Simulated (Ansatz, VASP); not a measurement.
MoS2: VASP beside Ansatz

```xyz
6
Lattice="3.1492 0.0000 0.0000 -1.5746 2.7273 0.0000 0.0000 0.0000 44.3529" Properties=species:S:1:pos:R:3 pbc="T T T"
S     0.0000    1.8182   17.5882
S     0.0000    1.8182   20.7197
S     1.5746    0.9091   23.6331
S     1.5746    0.9091   26.7647
Mo    1.5746    0.9091   19.1540
Mo    0.0000    1.8182   25.1989
```

Alike in both runs: task single point; functional PBE; dispersion D3(BJ); k mesh 6 × 6 × 1; occupations gaussian, width 0.1 eV; no spin polarisation.

```csv
,VASP,Ansatz
version,VASP 6.6.1,Ansatz 0.2.0
potentials or method,"VASP PAW PBE potentials, release 64 (S, Mo_sv)","scalar-relativistic, plane waves, PAW"
plane-wave cutoff (eV),520,420
valence electrons in the cell,52,52
```

```tsv
	VASP	Ansatz	Ansatz less VASP
gap on the k mesh at the Fermi level (eV)	1.22	1.20	-0.014
least direct gap on the mesh (eV)	1.75	1.75	-0.004
rms of the force components (eV/Å)	0.015	0.020	+0.0052
```

PBE gaps usually lie below the measured ones, often by a third to a half.
